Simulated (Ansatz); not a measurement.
# PtC2: the cost of one run

Method: DFT PBE, scalar-relativistic, plane waves, PAW, in Ansatz 0.2.0.

1 further run of the same task is left out (it didn't finish).

### Step 1. The system as given

The structure is cubic, space group Fd-3m (No. 227). The conventional cell has a = 6.890 Å, b = 6.890 Å, c = 6.890 Å, α = 90.00°, β = 90.00°, γ = 90.00°. Pt (site symmetry -43m) has 4 C at 1.49 Å as nearest neighbours. Around C (site symmetry -3m) lie 2 Pt at 1.49 Å.

Coordinates:

```
CELL_PARAMETERS angstrom
0.00000 3.44507 3.44507
3.44507 0.00000 3.44507
3.44507 3.44507 0.00000
ATOMIC_POSITIONS crystal
Pt 0.50000 0.50000 0.50000
Pt 0.75000 0.75000 0.75000
C 0.62500 0.62500 0.62500
C 0.12500 0.62500 0.62500
C 0.62500 0.62500 0.12500
C 0.62500 0.12500 0.62500
```

This is candidate A: beta-cristobalite type (Fd-3m, No. 227).

(A quick probe on a coarse mesh, which set the mesh and smearing, is not shown.)

### Step 3. Rough relaxation on the coarse mesh (candidate A)

input.yaml

```yaml
crystal:
  lattice:
    - [0.0, 3.4450739399, 3.4450739399]
    - [3.4450739399, 0.0, 3.4450739399]
    - [3.4450739399, 3.4450739399, 0.0]
  atoms:
    - { symbol: Pt, position: [0.5, 0.5, 0.5] }
    - { symbol: Pt, position: [0.75, 0.75, 0.75] }
    - { symbol: C, position: [0.625, 0.625, 0.625] }
    - { symbol: C, position: [0.125, 0.625, 0.625] }
    - { symbol: C, position: [0.625, 0.625, 0.125] }
    - { symbol: C, position: [0.625, 0.125, 0.625] }
basis:
  ecutwfc: 420
kpoints:
  mp_grid: { grid: [4, 4, 4] }
hamiltonian:
  xc: pbe
scf:
  occupations: { method: gaussian, width: 0.1 }
  lower_state_search: "off"
output:
  forces: true
  stress: true
  eigenvalues: true
relax:
  adjacent_minimum: "off"
  f_tol: 0.04
  max_steps: 70
  cell: { stress_tol: 0.4 }
```

The run is started by

```bash
$ ansatz run input.yaml --threads 1 --pin off --max-ram 2560MiB --backend cpu --events-out ev --progress --plain --runs-dir out
```

Q: Estimate wall time and peak memory on 1 thread of Intel Xeon 6975P-C (Granite Rapids), shared host.

About 15 s, with a peak of 0.48 GiB.
